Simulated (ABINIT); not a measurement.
# CuO (P4/nmm) in ABINIT: single point with SCAN

Aim: the single point of CuO with SCAN.

All numbers are computed with ABINIT 10.8.3 (patched build); they aren't measurements. Logs are shortened: lines on timing, memory, paths and dates and some standing lists are left out, and cuts for length are marked. The log counts tension as positive stress, the text compression.

## 1. The cell of the first run

Symmetry: P4/nmm, No. 129, tetragonal system. Conventional cell: a = 3.133 Å, b = 3.133 Å, c = 4.587 Å, α = 90.00°, β = 90.00°, γ = 90.00°. Cu (site symmetry -4m2) is surrounded by 4 O at 1.99 Å and 4 Cu at 2.22 Å. O (site symmetry 4mm) has 4 Cu at 1.99 Å as nearest neighbours.

The cell was built by a generator and needn't be a form met in nature.

## 2. Single point, SCAN (cell squeezed)

The input, run.abi:

```
# Pseudopotentials
pp_dirpath "./"
pseudos "29_Cu_19_1.7_1.9_pbe_n_v1.0.psp8, 08_O_6_1.2_1.4_pbe_n_v1.0.psp8"

# Structure
acell 5.9197147441 5.9197147441 8.667592936
rprim
     1.0000000000     0.0000000000     0.0000000000
     0.0000000000     1.0000000000     0.0000000000
     0.0000000000     0.0000000000     1.0000000000
ntypat 2
znucl 29 8
natom 4
typat 1 1 2 2
xred
     0.0000000000     0.0000000000     0.0000000000
     0.5000000000     0.5000000000     0.0000000000
     0.5000000000     0.0000000000     0.2670000000
     0.0000000000     0.5000000000     0.7330000000
chkprim 0
chksymtnons 0
tolsym 1.0e-6

# Plane-wave basis
ecut 42.0

# k points
kptopt 1
ngkpt 6 6 4
nshiftk 1
shiftk 0.0 0.0 0.0

# Exchange and correlation
ixc -263267
usekden 1
nc_xccc_gspace 1
boxcutmin 3.0

# Bands and occupations
nband 30
occopt 3
tsmear 0.05 eV

# SCF cycle
nstep 100
tolvrs 1.0e-9

# Output
iomode 3
prtwf 0
prteig 0
prtebands 0
enunit 1
prtden 1
prtvha 1
prtvclmb 1
prtpot 1
```

Potentials or basis: SPMS NC PBE v1.0.

Launch:

```console
> abinit run.abi > log 2>&1
```

run.abo:

```text
.Version 10.8.3 of ABINIT
 Symmetries : space group P4/n m m (#129); Bravais tP (primitive tetrag.)
================================================================================
 Values of the parameters that define the memory need of the present run
     intxc =       0    ionmov =       0      iscf =       7    lmnmax =       6
     lnmax =       6     mgfft =      80  mpssoang =       3    mqgrid =    3001
     natom =       4  nloc_mem =       1    nspden =       1   nspinor =       1
    nsppol =       1      nsym =      16    n1xccc =    2501    ntypat =       2
    occopt =       3   xclevel =       2
       mpw =        3993          nfft =      233280          nkpt =          30
================================================================================
================================================================================

--------------------------------------------------------------------------------
------------- Echo of variables that govern the present computation ------------
--------------------------------------------------------------------------------
 -outvars: echo values of preprocessed input variables --------
            acell      5.9197147441E+00  5.9197147441E+00  8.6675929360E+00 Bohr
              amu      6.35460000E+01  1.59994000E+01
        boxcutmin      3.00000000E+00
          chkprim           0
      chksymtnons           0
             ecut      4.20000000E+01 Hartree
           enunit           1
              ixc     -263267
         kptrlatt        6    0    0      0    6    0      0    0    4
          kptrlen      3.46703717E+01
            natom           4
            nband          30
   nc_xccc_gspace           1
            ngfft          54      54      80
             nkpt          30
            nstep         100
             nsym          16
           ntypat           2
           occopt           3
        prtebands           0
           prteig           0
          prtkden           1
           prtpot           1
         prtvclmb           1
           prtvha           1
            prtwf           0
          spgroup         129
           tolsym      1.00000000E-06
           tolvrs      1.00000000E-09
           tsmear      1.83746611E-03 Hartree
            typat      1  1  2  2
          usekden           1
           xangst      0.0000000000E+00  0.0000000000E+00  0.0000000000E+00
                       1.5662890677E+00  1.5662890677E+00  0.0000000000E+00
                       1.5662890677E+00  0.0000000000E+00  1.2246469381E+00
                       0.0000000000E+00  1.5662890677E+00  3.3620457139E+00
            xcart      0.0000000000E+00  0.0000000000E+00  0.0000000000E+00
                       2.9598573721E+00  2.9598573721E+00  0.0000000000E+00
                       2.9598573721E+00  0.0000000000E+00  2.3142473139E+00
                       0.0000000000E+00  2.9598573721E+00  6.3533456221E+00
             xred      0.0000000000E+00  0.0000000000E+00  0.0000000000E+00
                       5.0000000000E-01  5.0000000000E-01  0.0000000000E+00
                       5.0000000000E-01  0.0000000000E+00  2.6700000000E-01
                       0.0000000000E+00  5.0000000000E-01  7.3300000000E-01
            znucl       29.00000    8.00000

================================================================================

 chkinp: Checking input parameters for consistency.

================================================================================
== DATASET  1 ==================================================================

--- !DatasetInfo
iteration_state: {dtset: 1, }
dimensions: {natom: 4, nkpt: 30, mband: 30, nsppol: 1, nspinor: 1, nspden: 1, mpw: 3993, }
cutoff_energies: {ecut:  42.0, pawecutdg:  -1.0, }
electrons: {nelect:   5.00000000E+01, charge:   0.00000000E+00, occopt:   3.00000000E+00, tsmear:   1.83746611E-03, }
meta: {optdriver: 0, ionmov: 0, optcell: 0, iscf: 7, paral_kgb: 0, }
...

 Real(R)+Recip(G) space primitive vectors, cartesian coordinates (Bohr,Bohr^-1):
 R(1)=  5.9197147  0.0000000  0.0000000  G(1)=  0.1689271  0.0000000  0.0000000
 R(2)=  0.0000000  5.9197147  0.0000000  G(2)=  0.0000000  0.1689271  0.0000000
 R(3)=  0.0000000  0.0000000  8.6675929  G(3)=  0.0000000  0.0000000  0.1153723
 Unit cell volume ucvol=  3.0373866E+02 bohr^3
 Angles (23,13,12)=  9.00000000E+01  9.00000000E+01  9.00000000E+01 degrees

 getcut: wavevector=  0.0000  0.0000  0.0000  ngfft=  54  54  80
         ecut(hartree)=     42.000   => boxcut(ratio)=   3.12682

 getcut : COMMENT -
  Note that boxcut > 2.2 ; recall that boxcut=Gcut(box)/Gcut(sphere) = 2
  is sufficient for exact treatment of convolution.
  Such a large boxcut is a waste : you could raise ecut
  e.g. ecut=  102.658690 Hartrees makes boxcut=2

[... 57 lines left out ...]
  sigma(3 3)=  3.41372339E-04  sigma(2 1)=  0.00000000E+00

--- !ResultsGS
iteration_state: {dtset: 1, }
comment   : Summary of ground state results
lattice_vectors:
- [  5.9197147,   0.0000000,   0.0000000, ]
- [  0.0000000,   5.9197147,   0.0000000, ]
- [  0.0000000,   0.0000000,   8.6675929, ]
lattice_lengths: [   5.91971,    5.91971,    8.66759, ]
lattice_angles: [ 90.000,  90.000,  90.000, ] # degrees, (23, 13, 12)
lattice_volume:   3.0373866E+02
convergence: {deltae:  2.018E-11, res2:  8.006E-10, residm:  2.157E-06, diffor: null, }
etotal    :  -3.99706504E+02
entropy   :   0.00000000E+00
fermie    :   1.01231657E-01
cartesian_stress_tensor: # hartree/bohr^3
- [ -1.07843988E-03,   0.00000000E+00,   0.00000000E+00, ]
- [  0.00000000E+00,  -1.07843988E-03,   0.00000000E+00, ]
- [  0.00000000E+00,   0.00000000E+00,   3.41372339E-04, ]
pressure_GPa:   1.7805E+01
xred      :
- [  0.0000E+00,   0.0000E+00,   0.0000E+00, Cu]
- [  5.0000E-01,   5.0000E-01,   0.0000E+00, Cu]
- [  5.0000E-01,   0.0000E+00,   2.6700E-01,  O]
- [  0.0000E+00,   5.0000E-01,   7.3300E-01,  O]
cartesian_forces: # hartree/bohr
- [  1.99889929E-31,  -7.49587232E-32,  -0.00000000E+00, ]
- [ -6.66299762E-32,   2.24876170E-31,  -0.00000000E+00, ]
- [ -6.66299762E-32,  -7.49587232E-32,  -1.45896120E-02, ]
- [ -6.66299762E-32,  -7.49587232E-32,   1.45896120E-02, ]
force_length_stats: {min:   2.13482537E-31, max:   1.45896120E-02, mean:   7.29480602E-03, }
...

 Integrated electronic density in atomic spheres:
 ------------------------------------------------
 Atom  Sphere_radius  Integrated_density
    1        2.00000         17.45939468
    2        2.00000         17.45939468
    3        2.00000          6.07015836
    4        2.00000          6.07015836
================================================================================

 ----iterations are completed or convergence reached----

 Mean square residual over all n,k,spin=   26.642E-10; max=  21.568E-07
 reduced coordinates (array xred) for    4 atoms
       0.000000000000      0.000000000000      0.000000000000
       0.500000000000      0.500000000000      0.000000000000
       0.500000000000      0.000000000000      0.267000000000
       0.000000000000      0.500000000000      0.733000000000
 rms dE/dt=  5.1626E-02; max dE/dt=  1.2646E-01; dE/dt below (all hartree)
    1      -0.000000000000      0.000000000000      0.000000000000
    2       0.000000000000     -0.000000000000      0.000000000000
    3       0.000000000000      0.000000000000      0.126456818255
    4       0.000000000000      0.000000000000     -0.126456818255

 cartesian coordinates (angstrom) at end:
    1      0.00000000000000     0.00000000000000     0.00000000000000
    2      1.56628906774951     1.56628906774951     0.00000000000000
    3      1.56628906774951     0.00000000000000     1.22464693808490
    4      0.00000000000000     1.56628906774951     3.36204571391846

 cartesian forces (hartree/bohr) at end:
    1      0.00000000000000    -0.00000000000000    -0.00000000000000
    2     -0.00000000000000     0.00000000000000    -0.00000000000000
    3     -0.00000000000000    -0.00000000000000    -0.01458961203983
    4     -0.00000000000000    -0.00000000000000     0.01458961203983
 frms,max,avg= 5.9561842E-03 1.4589612E-02   0.000E+00  0.000E+00  0.000E+00 h/b

 cartesian forces (eV/Angstrom) at end:
    1      0.00000000000000    -0.00000000000000    -0.00000000000000
    2     -0.00000000000000     0.00000000000000    -0.00000000000000
    3     -0.00000000000000    -0.00000000000000    -0.75022801527422
    4     -0.00000000000000    -0.00000000000000     0.75022801527422
 frms,max,avg= 3.0627930E-01 7.5022802E-01   0.000E+00  0.000E+00  0.000E+00 e/A
 length scales=  5.919714744100  5.919714744100  8.667592936000 bohr
              =  3.132578135499  3.132578135499  4.586692652003 angstroms
 Fermi (or HOMO) energy (eV) =   2.75465   Average Vxc (eV)= -12.22887
 Eigenvalues (   eV  ) for nkpt=  30  k points:
 kpt#   1, nband= 30, wtk=  0.00694, kpt=  0.0000  0.0000  0.0000 (reduced coord)
-115.11465 -115.05205  -70.38413  -70.38413  -70.26012  -70.20602  -70.14261  -70.14261
 -17.79589  -16.99708   -4.26288   -3.19780   -2.63103   -2.63103   -2.15367   -1.24318
  -1.24318    0.75165    0.80642    1.42389    1.61547    1.61547    2.25269    2.35981
   3.23584    3.23584    3.86730    9.58789   14.56933   14.56933
 prteigrs : prtvol=0 or 1, do not print more k-points.

--- !EnergyTerms
iteration_state     : {dtset: 1, }
comment             : Components of total free energy in Hartree
kinetic             :  1.79282336935794E+02
hartree             :  1.72432542705452E+02
xc                  : -5.33960058171331E+01
Ewald energy        : -1.94993915502731E+02
psp_core            :  1.30952163396042E+01
local_psp           : -4.00992637413532E+02
non_local_psp       : -1.15132060297927E+02
internal            : -3.99704523050473E+02
'-kT*entropy'       : -1.98111300568902E-03
total_energy        : -3.99706504163479E+02
total_energy_eV     : -1.08765680698232E+04
band_energy         : -5.09349387630794E+01
...

 Cartesian components of stress tensor (hartree/bohr^3)
  sigma(1 1)= -1.07843988E-03  sigma(3 2)=  0.00000000E+00
  sigma(2 2)= -1.07843988E-03  sigma(3 1)=  0.00000000E+00
  sigma(3 3)=  3.41372339E-04  sigma(2 1)=  0.00000000E+00

-Cartesian components of stress tensor (GPa)         [Pressure=  1.7805E+01 GPa]
- sigma(1 1)= -3.17287966E+01  sigma(3 2)=  0.00000000E+00
- sigma(2 2)= -3.17287966E+01  sigma(3 1)=  0.00000000E+00
- sigma(3 3)=  1.00435210E+01  sigma(2 1)=  0.00000000E+00

== END DATASET(S) ==============================================================
================================================================================

 -outvars: echo values of variables after computation  --------
            acell      5.9197147441E+00  5.9197147441E+00  8.6675929360E+00 Bohr
           etotal     -3.9970650416E+02
            fcart      1.9988992865E-31 -7.4958723244E-32 -0.0000000000E+00
                      -6.6629976217E-32  2.2487616973E-31 -0.0000000000E+00
                      -6.6629976217E-32 -7.4958723244E-32 -1.4589612040E-02
                      -6.6629976217E-32 -7.4958723244E-32  1.4589612040E-02
           strten     -1.0784398759E-03 -1.0784398759E-03  3.4137233941E-04
                       0.0000000000E+00  0.0000000000E+00  0.0000000000E+00
           xangst      0.0000000000E+00  0.0000000000E+00  0.0000000000E+00
                       1.5662890677E+00  1.5662890677E+00  0.0000000000E+00
                       1.5662890677E+00  0.0000000000E+00  1.2246469381E+00
                       0.0000000000E+00  1.5662890677E+00  3.3620457139E+00
             xred      0.0000000000E+00  0.0000000000E+00  0.0000000000E+00
                       5.0000000000E-01  5.0000000000E-01  0.0000000000E+00
                       5.0000000000E-01  0.0000000000E+00  2.6700000000E-01
                       0.0000000000E+00  5.0000000000E-01  7.3300000000E-01
 Calculation completed.
```

It took 11 min on 1 thread of AMD EPYC 9R45 (Zen 5), shared host; peak memory 0.21 GiB.

What came out:

```yaml
Free_energy: -10876.5681 eV
Pressure: 17.8 GPa
Largest_force: 0.750 eV/Å
Band_gap_on_the_k_mesh: none (metal or under the smearing width)
Valence_electrons_inside_the_program's_atomic_spheres: Cu 17.46; O 6.07
```

Forces on the atoms (eV/Å):
```
Cu   0.000  0.000  0.000
Cu   0.000  0.000  0.000
O    0.000  0.000 -0.750
O    0.000  0.000  0.750
```

Levels at points of the mesh, in eV from the Fermi level:
```
           k point  band 22  band 23  band 24  band 25  band 26  band 27  band 28  band 29
(0.00, 0.00, 0.00)    -1.14    -0.50    -0.39     0.48     0.48     1.11     6.83    11.81
(0.50, 0.00, 0.00)    -2.49    -0.27    -0.27    -0.01    -0.01     5.70     5.70    11.23
(0.50, 0.50, 0.00)    -1.72    -1.69    -1.69    -0.42    -0.42     5.95     5.95    10.09
(0.00, 0.00, 0.50)    -1.02    -0.87    -0.50     0.28     0.28     2.92     5.91    11.81
(0.50, 0.00, 0.50)    -2.53     0.04     0.04     0.12     0.12     5.48     5.48    10.30
(0.50, 0.50, 0.50)    -1.93    -1.72    -1.72    -0.30    -0.30     7.02     7.02    10.11
```

Caveat: a meta-GGA on potentials with a model core is unreliable; the potentials were made for another functional, which shifts forces and pressure; the run has no spin polarisation, though such a crystal can be magnetic; semilocal functionals often make such compounds metallic where correlation or magnetic order opens a gap, which also shifts bond lengths.
